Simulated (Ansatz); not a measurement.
# Does disorder add resistance in series? Ti(0001) layers with 75 % Pt

Two lengths of the disordered region are known. What area resistance does the third give?

How it was computed: Ansatz 0.2.0, plane waves with PAW datasets at their recommended cutoffs (420 eV for most), Fermi-Dirac smearing; ballistic transmission by layer matching. The area resistance is RA = A (h/2e²)(1/T − 1/N), with T the zone-mean transmission per spin and N the lead's channels, both averaged over a few energies near the Fermi level; for magnets each spin is taken apart, with h/e², and the two conduct in parallel. Lateral cell 2x2, PBE, a fresh random draw for each length.

Results; the value marked ? is to be predicted:

| length (Å) | channels N | RA (fΩ m²) |
| --- | --- | --- |
| 4.69 | 2.708 | 3.63 |
| 14.1 | 2.708 | 9.02 |
| 23.4 | 2.708 | ? |

**Fit on the rows shown.**

Ohm's law makes RA linear in the length: the slope is (9.02 − 3.63)/(14.1 − 4.69) = 0.576 fΩ m² per Å, or 576 µΩ cm. Then 9.02 + 0.576 × 9.37. Predicted: 14.4 fΩ m².

Check against the run:

11.3 fΩ m², so the prediction is 27 % too high. The three lengths together give 411 µΩ cm. Single draws scatter; these runs don't part the causes of the miss, and leave the question open.

Caveats: The scatterers repeat sideways with the small cell. The slope is a raw one; a model of isotropic scattering puts it 1.00 times the bulk value over these lengths. Atoms sit unrelaxed on the host's lattice, and the pair may not mix at random in practice. Spin-orbit coupling is left out, which matters for Pt.
